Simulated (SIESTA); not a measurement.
Runs of SIESTA 5.4.2 on InP. Symmetry: F-43m, No. 216, cubic system. Conventional cell: a = 5.861 Å, b = 5.861 Å, c = 5.861 Å, α = 90.00°, β = 90.00°, γ = 90.00°. In (site symmetry -43m) is surrounded by 4 P at 2.54 Å. Around P (site symmetry -43m) lie 4 In at 2.54 Å. 

```csv
task,level,potentials or basis,gap on the mesh (eV),pressure (GPa)
band structure,AM05,"PseudoDojo 0.4 standard (PBEsol files), DZP (energy shift 0.003 Ry; two zetas on semicore shells)",0.83,1.1
band structure,BLYP,"PseudoDojo 0.4 standard (PBE files), DZP (energy shift 0.003 Ry; two zetas on semicore shells)",0.77,7.1
band structure,LDA,"PseudoDojo 0.4 standard (LDA files), DZP (energy shift 0.003 Ry; two zetas on semicore shells)",0.64,-1.0
band structure,vdW-DF-cx,"PseudoDojo 0.4 standard (PBE files), DZP (energy shift 0.003 Ry; two zetas on semicore shells)",(b),(a)
band structure,PBEsol,"PseudoDojo 0.4 standard (PBEsol files), DZP (energy shift 0.003 Ry; two zetas on semicore shells)",0.77,1.0
```

Alike in all rows: no spin polarisation; cell as given; k mesh 8 × 8 × 8; smearing fermi-dirac 0.05 eV; grid cutoff 500 Ry; energy shift 0.003 Ry.

Task: Fill in the values left out.

Result: (a) 1.9; (b) 0.76.

Caveats: spin-orbit coupling is left out, which moves the levels of the heavy elements; the basis of atomic orbitals isn't converged, which shifts pressures, moduli and gaps; the potentials were made for another functional, which shifts forces and pressure (some runs).

A k mesh can miss the band edges, and the runs leave out spin-orbit coupling on In.
